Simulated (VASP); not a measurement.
# CdGeAs2: relaxation of cell and atoms with PBE+D3(BJ)

The system is CdGeAs2.

```
Cd Ge As
1.0
    -2.98887    2.98887    5.66430
     2.98887   -2.98887    5.66430
     2.98887    2.98887   -5.66430
Cd Ge As
2 2 4
Direct
  0.25000 0.75000 0.50000
  0.50000 0.50000 0.00000
  0.00000 0.00000 0.00000
  0.75000 0.25000 0.50000
  0.87500 0.34622 0.97122
  0.65378 0.62500 0.52878
  0.37500 0.90378 0.02878
  0.09622 0.12500 0.47122
```

The cell is a database's computed one.

* Program: VASP 6.6.1
* Task: relaxation of cell and atoms
* Functional: PBE
* Dispersion: D3(BJ)
* Potentials or basis: VASP PAW PBE potentials, release 64 (Cd, Ge_d, As)
* Cutoff: 600 eV
* k mesh: 8 × 8 × 8
* Occupations: gaussian, width 0.03 eV
* Spin: no spin polarisation
* Further INCAR settings: ALGO = Normal; EDIFF = 1e-06; IBRION = 2; EDIFFG = -0.01; NSW = 90; ISIF = 3

```
Relaxed volume                         : 25.29 Å³/atom
Relaxed cell                           : a = 7.062 Å, b = 7.062 Å, c = 7.062 Å, α = 129.90°, β = 129.90°, γ = 73.57°
Space group after relaxing (to 0.05 Å) : I-42d (No. 122)
Energy gained by relaxing              : 0.5 meV/atom
Ionic steps                            : 5
Pressure after relaxing                : 0.0 GPa
Band gap on the k mesh                 : 0.13 eV, indirect (least direct gap 0.23 eV)
Dispersion energy per atom             : -0.335 eV
```

Step by step:
```
step  energy change (eV)  largest force (eV/Å)  pressure (GPa)  volume (Å³)
   1              0.0000                0.1333            0.02       202.41
   2             -0.0027                0.0700           -0.05       202.47
   3             -0.0037                0.0027           -0.08       202.55
   4             -0.0037                0.0003            0.07       202.12
   5             -0.0037                0.0010            0.01       202.29
```

Final structure:
```cif
data_structure
_symmetry_space_group_name_H-M 'P 1'
_symmetry_Int_Tables_number 1
_cell_length_a 7.0621
_cell_length_b 7.0621
_cell_length_c 7.0621
_cell_angle_alpha 129.899
_cell_angle_beta 129.899
_cell_angle_gamma 73.569
_cell_volume 202.29
loop_
_atom_site_label
_atom_site_type_symbol
_atom_site_fract_x
_atom_site_fract_y
_atom_site_fract_z
_atom_site_occupancy
Cd1 Cd 0.25000 0.75000 0.50000 1
Cd2 Cd 0.50000 0.50000 0.00000 1
Ge1 Ge 0.00000 0.00000 0.00000 1
Ge2 Ge 0.75000 0.25000 0.50000 1
As1 As 0.87500 0.34849 0.97349 1
As2 As 0.65151 0.62500 0.52651 1
As3 As 0.37500 0.90151 0.02651 1
As4 As 0.09849 0.12500 0.47349 1
```

Levels at points of the mesh, in eV from the valence-band top:
| k point | band 33 | band 34 | band 35 | band 36 | band 37 | band 38 | band 39 | band 40 |
| --- | --- | --- | --- | --- | --- | --- | --- | --- |
| (0.00, 0.00, 0.00) | -2.11 | -0.18 | -0.10 | -0.10 | 0.13 | 1.37 | 1.75 | 2.94 |
| (0.50, 0.00, 0.00) | -2.07 | -1.48 | -1.21 | -0.63 | 1.82 | 2.06 | 2.69 | 3.47 |
| (0.50, 0.50, 0.00) | -1.05 | -1.05 | -0.54 | -0.54 | 0.70 | 0.70 | 2.48 | 2.48 |
| (0.50, 0.50, 0.50) | -1.81 | -1.81 | -0.97 | -0.97 | 1.41 | 1.41 | 1.67 | 1.67 |

Run time: 10 min on 2 MPI ranks on Intel(R) Xeon(R) 6975P-C (Granite Rapids) (shared host), peak memory 0.85 GiB a rank.

A k mesh can miss the band edges. PBE gaps usually lie below the measured ones, often by a third to a half.
